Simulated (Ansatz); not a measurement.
# Al (Im-3m) in Ansatz: further runs, part 2 of 2

Ansatz 0.2.0.

### 4 Relaxation of cell and atoms, PBEsol, target pressure 5 GPa, at which the enthalpy is minimised

input.yaml

```yaml
crystal:
  lattice:
    - [-1.59121869, 1.59121869, 1.59121869]
    - [1.59121869, -1.59121869, 1.59121869]
    - [1.59121869, 1.59121869, -1.59121869]
  atoms:
    - { symbol: Al, position: [0.0, 0.0, 0.0] }
hamiltonian:
  xc: pbesol
  pseudopotentials: { kind: paw }
kpoints:
  mp_grid: { grid: [12, 12, 12] }
scf:
  occupations: { method: fermi_dirac, width: 0.05 }
output:
  forces: true
  stress: true
  eigenvalues: true
  write_density: true
  write_potential: true
  elf: true
  volumetric_format: npy
relax:
  f_tol: 0.01
  max_steps: 40
  cell: { stress_tol: 0.05, p_target: 5.0 }
```

Potentials or basis: Ansatz PAW.

Launch:

```bash
$ ansatz run input.yaml --threads 2 --pin off --max-ram 5632MiB --backend cpu --events-out ev --progress --plain --runs-dir out
```

Output:

```text
Warning: RAYON_NUM_THREADS=2 ignored (pool sized by the plan → 2); use --threads N
Engine: ansatz 0.2.0, aarch64-unknown-linux-gnu
Pseudopotentials: kind: paw
Pseudopotential: Al, paw, valence charge 3, recommended cutoff 420 eV (normal), Al.paw.azcp
Functional definition: PBEsol
  exchange = pbesol_x
  correlation = pbesol_c
Crystal: 1 atoms, lattice volume = 16.116 Å³
Basis set: ecut = 420 eV, 321 PW (Γ), exchange–correlation on 40×40×40 points (8 copies of the dense FFT grid, shifted against one another)
Bands: 6, of which v1, the nominal top of the filled ones, is band 2 counted from 1 (1 counted from 0)
Symmetry: 48 space group operations
Space group: Im-3m (ITA 229), of the structure as read, at distance tolerance 2.5e-5 Å
k-points: 72 of 1728
Non-local potential: Al, projectors of the file, l = 0: 2, l = 1: 2, l = 2: 1
PAW form: soft (Blöchl's): semilocal exchange-correlation on the pseudo side does not see the compensation charge
PAW frozen core: Al, regenerated for the run's functional, and the local potential with it (the file was generated under x = pbe(κ = 0.804, μ = 0.2195149727645171), c = pbe(β = 0.06672455060314922))
[... 59 lines left out ...]
  E_paw        = -454.806743  (= ΣΔE_a)
  E_vpaw       = -3.706958  (= ΣTr[D̂ρ^β])
  E_aug_tail   = -0.000002  (compensation charges beyond the density's cutoff)
  E_ewald      = -74.877909
  E_core_change = 0.019139  (= ΣΔE_core)
  E_smearing   = -0.004238  (= −TS)
  E_closure    = 0.000000  (closes the sum)
  Σ components = -524.432446   (vs F -524.432446, Δ=0.00e0)
--- Forces (eV/Å), atoms counted from 1 ---
  atom   1  Al     0.00000000    -0.00000000     0.00000000
  max |Σ_I F_I| component: 8.99e-33 eV/Å
--- Stress (GPa, compression-positive) ---
        4.965287      -0.000000       0.000000
        0.000000       4.965287      -0.000000
       -0.000000      -0.000000       4.965287
  P = ⅓ Tr σ = 4.9653 GPa (49.653 kbar)
--- Band table (eV; the first three rows and the last of 72) ---
  k-point 0: bands = ["-3.0367", "21.9394", "21.9394", "21.9394", "23.9526", "23.9526"]
  k-point 1: bands = ["-2.8297", "19.8531", "20.9011", "21.1762", "23.0014", "23.8708"]
  k-point 2: bands = ["-2.2106", "16.3609", "19.5505", "19.7968", "21.5961", "22.7499"]
  k-point 71: bands = ["10.4313", "10.4313", "10.4313", "11.3465", "11.3465", "14.7204"]
--- Relaxed structure (3 steps of the walk, 3 accepted, 1 SCFs on fresh bases) ---
  F+E_penalty+E_count = -524.43244623 eV   max|allowed force component| = 0.000e0 eV/Å   (the final SCF, on the basis selected at the relaxed cell)
  cell:  # Å, volume = 15.6182 Å³
    - [-1.5746735297362924, 1.5746735297362924, 1.5746735297362924]
    - [1.5746735297362924, -1.5746735297362924, 1.5746735297362924]
    - [1.5746735297362924, 1.5746735297362924, -1.5746735297362924]
  atoms:
    - { symbol: Al, position: [0.0, 0.0, 0.0] }
```

rho_z.tsv:

```text
# z_ang	rho[e/angstrom^3]
# format = ansatz-planar-average/11
# lattice	-1.574673530	1.574673530	1.574673530
# lattice	1.574673530	-1.574673530	1.574673530
# lattice	1.574673530	1.574673530	-1.574673530
# sites	1
# site	13	0.000000000	0.000000000	0.000000000
0.000000	1.839479e-1
0.136371	1.843841e-1
0.272741	1.856896e-1
0.409112	1.879012e-1
0.545483	1.909101e-1
0.681854	1.941254e-1
[... 12 lines left out ...]
2.454673	1.856896e-1
2.591044	1.843841e-1
```

v_z.tsv:

```text
# z_ang	v_es[eV]	v_tot[eV]
# format = ansatz-planar-average/11
# xc	pbesol
# density_cutoff_ev	1680
# datasets	Al=:simpson_from_first_knot:soft:shift=-732380
# lattice	-1.574673530	1.574673530	1.574673530
# lattice	1.574673530	-1.574673530	1.574673530
# lattice	1.574673530	1.574673530	-1.574673530
# sites	1
# site	13	0.000000000	0.000000000	0.000000000
0.000000	9.585396e-1	-1.031324e1
0.136371	9.928998e-1	-1.021990e1
0.272741	1.107564e0	-9.923213e0
0.409112	1.352749e0	-9.390036e0
0.545483	1.830905e0	-8.547384e0
0.681854	2.648705e0	-7.364311e0
[... 12 lines left out ...]
2.454673	1.107564e0	-9.923213e0
2.591044	9.928998e-1	-1.021990e1
```

It took 1.5 s on 2 threads of Arm Neoverse V2, shared host; peak memory 0.25 GiB.

What came out:

- Free energy: -524.4324 eV
- Relaxed volume: 15.62 Å³/atom
- Relaxed cell: a = 2.727 Å, b = 2.727 Å, c = 2.727 Å, α = 109.47°, β = 109.47°, γ = 109.47°
- Space group after relaxing (to 0.05 Å): Im-3m (No. 229)
- Energy change on relaxing (the enthalpy is what falls): +11.1 meV/atom
- Ionic steps: 4
- Pressure after relaxing: 5.0 GPa
- Band gap on the k mesh: none (metal or under the smearing width)

Step by step:
```csv
step,energy change (eV),largest force (eV/Å),volume (Å³)
1,0.0000,0.0000,16.12
2,0.0128,0.0000,15.56
3,0.0110,0.0000,15.62
4,0.0111,0.0000,15.62
```

Final structure:
```
Al
1.0
    -1.57467    1.57467    1.57467
     1.57467   -1.57467    1.57467
     1.57467    1.57467   -1.57467
Al
1
Cartesian
  0.0000 0.0000 0.0000
```

Caveat: the plane-wave basis is chosen anew once the cell has moved, so the energies of steps on either side of that aren't comparable; the PAW data sets come from PBE, with cores solved anew for the run's functional, which leaves a small shift of forces and pressure.

### 5 Relaxation of cell and atoms, PBEsol, target pressure 10 GPa, at which the enthalpy is minimised

Changes to input.yaml since step 4:

```diff
@@ -18,6 +18,2 @@
   eigenvalues: true
-  write_density: true
-  write_potential: true
-  elf: true
-  volumetric_format: npy
 relax:
@@ -25,2 +21,2 @@
   max_steps: 40
-  cell: { stress_tol: 0.05, p_target: 5.0 }
+  cell: { stress_tol: 0.05, p_target: 10.0 }
```

Launch:

```bash
$ ansatz run input.yaml --threads 2 --pin off --max-ram 5632MiB --backend cpu --events-out ev --progress --plain --runs-dir out
```

It took 1.8 s on 2 threads of Arm Neoverse V2, shared host; peak memory 0.25 GiB.

Results (log left out):

```
Free energy                                            : -524.3984 eV
Relaxed volume                                         : 14.88 Å³/atom
Relaxed cell                                           : a = 2.683 Å, b = 2.683 Å, c = 2.683 Å, α = 109.47°, β = 109.47°, γ = 109.47°
Space group after relaxing (to 0.05 Å)                 : Im-3m (No. 229)
Energy change on relaxing (the enthalpy is what falls) : +45.1 meV/atom
Ionic steps                                            : 5
Pressure after relaxing                                : 10.0 GPa
Band gap on the k mesh                                 : none (metal or under the smearing width)
```

The path:
```
step  energy change (eV)  largest force (eV/Å)  volume (Å³)
   1              0.0000                0.0000        16.12
   2              0.0649                0.0000        14.59
   3              0.0427                0.0000        14.91
   4              0.0449                0.0000        14.88
   5              0.0451                0.0000        14.88
```

Final structure:
```
CELL_PARAMETERS angstrom
-1.54932 1.54932 1.54932
1.54932 -1.54932 1.54932
1.54932 1.54932 -1.54932
ATOMIC_POSITIONS crystal
Al 0.00000 0.00000 0.00000
```

Levels at points of the mesh, in eV from the Fermi level:
```tsv
k point	band 1	band 2	band 3	band 4
(0.00, 0.00, 0.00)	-11.86	13.77	13.77	13.77
(0.00, 0.00, -0.50)	-4.71	-3.98	8.46	8.98
(-0.50, -0.50, -0.50)	2.06	2.06	2.06	2.80
```

Caveat: the plane-wave basis is chosen anew once the cell has moved, so the energies of steps on either side of that aren't comparable; the PAW data sets come from PBE, with cores solved anew for the run's functional, which leaves a small shift of forces and pressure.

### 6 Summary

| cell | target pressure (GPa) | gap on the mesh (eV) | pressure (GPa) |
| --- | --- | --- | --- |
| relaxed | 0 | none | 0.0 |
| relaxed to 2 GPa | 2 | none | 2.0 |
| relaxed to 5 GPa | 5 | none | 5.0 |
| relaxed to 10 GPa | 10 | none | 10.0 |

Alike in all rows: task relaxation of cell and atoms; level PBEsol; potentials or basis Ansatz PAW; no spin polarisation; k mesh 12 × 12 × 12; cutoff (eV) 420; smearing fermi-dirac 0.05 eV.

Caveats: the plane-wave basis is chosen anew once the cell has moved, so the energies of steps on either side of that aren't comparable; the PAW data sets come from PBE, with cores solved anew for the run's functional, which leaves a small shift of forces and pressure.

Absolute energies hang on the potentials; compare differences alone.
